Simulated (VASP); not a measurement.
# A VASP 6.6.1 single-point calculation on MgS

INCAR

```
EDIFF = 1E-7
NELM = 98
IBRION = -1
SIGMA = 0.02
NSW = 0
ISMEAR = -1
LCHARG = .FALSE.
GGA = PE
IVDW = 10
PREC = Accurate
NBANDS = 11
LWAVE = .FALSE.
LASPH = .TRUE.
ISIF = 2
LREAL = .FALSE.
ISYM = 1
ENCUT = 520
```

KPOINTS

```
KPOINTS created by Atomic Simulation Environment
0
Gamma
8 8 8
0 0 0
```

POSCAR

```
Mg S
 1.0000000000000000
    -0.0094362561000000    2.8214405849999999    2.8214405849999999
     2.8214405849999999   -0.0094362561000000    2.8214405849999999
     2.8214405849999999    2.8214405849999999   -0.0094362561000000
 Mg  S
   1   1
Cartesian
 -0.0017857469557495 -0.0017857469557495 -0.0017857469557495
  1.4101469754307498  1.4101469754307496  1.4101469754307496
```

The recommended PBE PAW datasets give the neutral cell 8 valence electrons.

Command

```
mpirun -np 1 vasp_std
```

OSZICAR

```
N       E                     dE             d eps       ncg     rms          rms(c)
DAV:   1     0.247677159626E+02    0.24768E+02   -0.33719E+03  1446   0.575E+02
DAV:   2    -0.698815026274E+01   -0.31756E+02   -0.30194E+02  1718   0.999E+01
DAV:   3    -0.896860318232E+01   -0.19805E+01   -0.19772E+01  1765   0.270E+01
DAV:   4    -0.898531283556E+01   -0.16710E-01   -0.16708E-01  1709   0.297E+00
DAV:   5    -0.898550979594E+01   -0.19696E-03   -0.19696E-03  1834   0.319E-01    0.405E+00
DAV:   6    -0.849673823795E+01    0.48877E+00   -0.12204E+00  1568   0.411E+00    0.312E+00
DAV:   7    -0.846201270243E+01    0.34726E-01   -0.27010E-01  1703   0.212E+00    0.244E+00
DAV:   8    -0.846960783808E+01   -0.75951E-02   -0.23310E-02  1547   0.922E-01    0.137E+00
DAV:   9    -0.846873814288E+01    0.86970E-03   -0.24021E-03  1590   0.243E-01    0.439E-01
DAV:  10    -0.846894352125E+01   -0.20538E-03   -0.66396E-04  1580   0.121E-01    0.905E-02
DAV:  11    -0.846894871621E+01   -0.51950E-05   -0.54647E-05  1736   0.302E-02    0.545E-02
DAV:  12    -0.846895016145E+01   -0.14452E-05   -0.67847E-06  1628   0.129E-02    0.663E-03
DAV:  13    -0.846895015481E+01    0.66414E-08   -0.30272E-07  1773   0.276E-03
   1 F= -.87108213E+01 E0= -.87108213E+01  d E =-.270393E-11
```

From OUTCAR

```
k-points           NKPTS =     65   k-points in BZ     NKDIM =     65   number of bands    NBANDS=     11

   NELECT =       8.0000    total number of electrons

   dimension x,y,z NGX =    30 NGY =   30 NGZ =   30
   dimension x,y,z NGXF=    60 NGYF=   60 NGZF=   60

  energy-cutoff  :      520.00
  volume of cell :       45.15
      direct lattice vectors                 reciprocal lattice vectors
    -0.009436256  2.821440585  2.821440585    -0.176327868  0.176919573  0.176919573
     2.821440585 -0.009436256  2.821440585     0.176919573 -0.176327868  0.176919573
     2.821440585  2.821440585 -0.009436256     0.176919573  0.176919573 -0.176327868

 k-points in reciprocal lattice and weights: KPOINTS created by Atomic Simulation Env
   0.00000000  0.00000000  0.00000000       0.002
   0.12500000 -0.00000000 -0.00000000       0.012
   0.25000000 -0.00000000 -0.00000000       0.012
   0.37500000 -0.00000000 -0.00000000       0.012
   0.50000000 -0.00000000 -0.00000000       0.006
   0.12500000  0.12500000 -0.00000000       0.012
   0.25000000  0.12500000 -0.00000000       0.023
   0.37500000  0.12500000 -0.00000000       0.023
   ...

 E-fermi :   1.5381

 k-point     1 :       0.0000    0.0000    0.0000
  band No.  band energies     occupation
      1     -10.1893      2.00000
      2       1.0848      2.00000
      3       1.0848      2.00000
      4       1.1139      2.00000
      5       4.5774      0.00000
      6       9.0356      0.00000
      7       9.0356      0.00000
      8       9.1021      0.00000
      9      11.9363      0.00000
     10      11.9363      0.00000
     11      14.8596      0.00000

 k-point     2 :       0.1250   -0.0000   -0.0000
  band No.  band energies     occupation
      1     -10.1015      2.00000
      2       0.4066      2.00000
      3       1.0326      2.00000
      4       1.0570      2.00000
      5       5.2386      0.00000
      6       8.8570      0.00000
      7       9.2140      0.00000
      8       9.2711      0.00000
      9      11.4744      0.00000
     10      11.4888      0.00000
     11      14.2460      0.00000

 k-point     3 :       0.2500   -0.0000   -0.0000
  band No.  band energies     occupation
      1      -9.8740      2.00000
      2      -0.7684      2.00000
      3       0.9146      2.00000
      4       0.9354      2.00000
      5       6.0944      0.00000
      6       8.8981      0.00000
      7       9.2565      0.00000
      8       9.2982      0.00000
      9      11.5141      0.00000
     10      11.5603      0.00000
     11      13.3828      0.00000

 k-point     4 :       0.3750   -0.0000   -0.0000
  band No.  band energies     occupation
      1      -9.6194      2.00000
      2      -1.6984      2.00000
      3       0.8064      2.00000
      4       0.8239      2.00000
      5       6.2676      0.00000
      6       8.9024      0.00000
      7       8.9377      0.00000
      8       9.4755      0.00000
      9      12.8027      0.00000
     10      12.8675      0.00000
     11      13.3829      0.00000

 k-point     5 :       0.5000   -0.0000   -0.0000
  band No.  band energies     occupation
      1      -9.5039      2.00000
      2      -2.0514      2.00000
      3       0.7641      2.00000
      4       0.7803      2.00000
      5       6.2355      0.00000
      6       8.7318      0.00000
      7       8.7674      0.00000
      8       9.7233      0.00000
      9      14.0195      0.00000
     10      14.2450      0.00000
     11      14.3101      0.00000

 ...

  Total      -0.04260    -0.04260    -0.04260     0.02713     0.02713     0.02713
  in kB      -1.51170    -1.51170    -1.51170     0.96276     0.96276     0.96276
  external pressure =       -1.51 kB  Pullay stress =        0.00 kB

 POSITION                                       TOTAL-FORCE (eV/Angst)
 -----------------------------------------------------------------------------------
      5.63166      5.63166      5.63166        -0.000908     -0.000908     -0.000908
      1.41015      1.41015      1.41015         0.000908      0.000908      0.000908
 -----------------------------------------------------------------------------------
    total drift:                               -0.000030     -0.000030     -0.000030

  FREE ENERGIE OF THE ION-ELECTRON SYSTEM (eV)
  ---------------------------------------------------
  free  energy   TOTEN  =        -8.7108212588 eV

  energy  without entropy=       -8.7108212587  energy(sigma->0) =       -8.71082126
```

It converged. Results: gap between bands v and c on the k mesh 3.46 eV; least direct gap on the k mesh 3.46 eV; pressure -0.2 GPa. Band v is the last that the valence electrons fill when counted band by band, and c is the next.

For comparison, a separate PBE run of the intended cell, on usual settings and not on those above, gives a gap of 3.46 eV on its mesh and a pressure of 1.2 GPa.

The run above took about 28 s on one core of a shared host (Intel Xeon Platinum 8488C) and held 0.19 GiB at most.
